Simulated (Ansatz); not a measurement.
## Tl: which structure is lowest?

These are results of DFT, RPBE, plane waves (420 eV) with PAW, scalar-relativistic in Ansatz, not measurements. The PAW files were generated under PBE, with cores re-solved for the functional.

Each structure is relaxed within its own symmetry, so a high-lying one may be dynamically unstable.

```csv
structure,ΔE (meV/atom),V (Å³/atom),cell,magnetic state
hcp,0,33.83,"a = 3.690 Å, c = 5.738 Å (c/a = 1.555)",spin not included
bcc,5,33.82,a = 4.075 Å,spin not included
omega (AlB2-type),17,34.14,"a = 5.775 Å, c = 3.547 Å (c/a = 0.614)",spin not included
dhcp,20,33.54,"a = 3.643 Å, c = 11.669 Å (c/a = 3.203)",spin not included
fcc,23,33.51,a = 5.118 Å,spin not included
A15,30,34.03,a = 6.481 Å,spin not included
simple cubic,129,37.14,a = 3.336 Å,spin not included
diamond,322,49.27,a = 7.332 Å,spin not included
```

ΔE counts from hcp.

Differences under about 8 meV lie within the error of the k-point mesh.

This functional, with no dispersion term, lets the cell expand far past the measured one (hcp).
